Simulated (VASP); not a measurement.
A run of VASP 6.6.1 is set up as follows.

File INCAR:

```
PREC = Accurate
ENCUT = 520
EDIFF = 1E-8
ISMEAR = -1
SIGMA = 0.03
LREAL = False
LASPH = True
NELM = 100
ALGO = Fast
ISIF = 2
LWAVE = False
LCHARG = False
GGA = PS
LEFG = True
NBANDS = 18
```

Contents of KPOINTS:

```
regular mesh
0
Gamma
  15 15 9
```

POSCAR

```
Ta2H
1.0
    1.7204951073     -2.3714690318      0.0000000000
    1.7204951073      2.3714690318      0.0000000000
    0.0000000000      0.0000000000      4.7585693900
Ta H
2 1
Direct
    0.0000000000      0.5000000000      0.2645697700
    0.5000000000      0.0000000000      0.7354302300
    0.0000000000      0.0000000000      0.0000000000
```

Potentials or basis: VASP PAW PBE potentials, release 64 (Ta_pv, H).

Launch:

```sh
$ cat potpaw_PBE.64/Ta_pv/POTCAR potpaw_PBE.64/H/POTCAR > POTCAR
$ mpirun -np 1 vasp_std > vasp.out
```

Q: Estimate the largest force.

A: 0.033 eV/Å.

Q: Estimate the band gap on the k mesh.

A: None (metal or under the smearing width).

Q: What does it give for the pressure?

A: -4.1 GPa.

Forces in eV/Å, atoms in the order of the input:
```
Ta   0.000  0.000  0.033
Ta   0.000  0.000 -0.033
H    0.000  0.000  0.000
```

Caveat: the PAW data sets were made with another functional, which shifts forces and pressure a little. The run has no spin-orbit coupling, so splittings on Ta are missing.
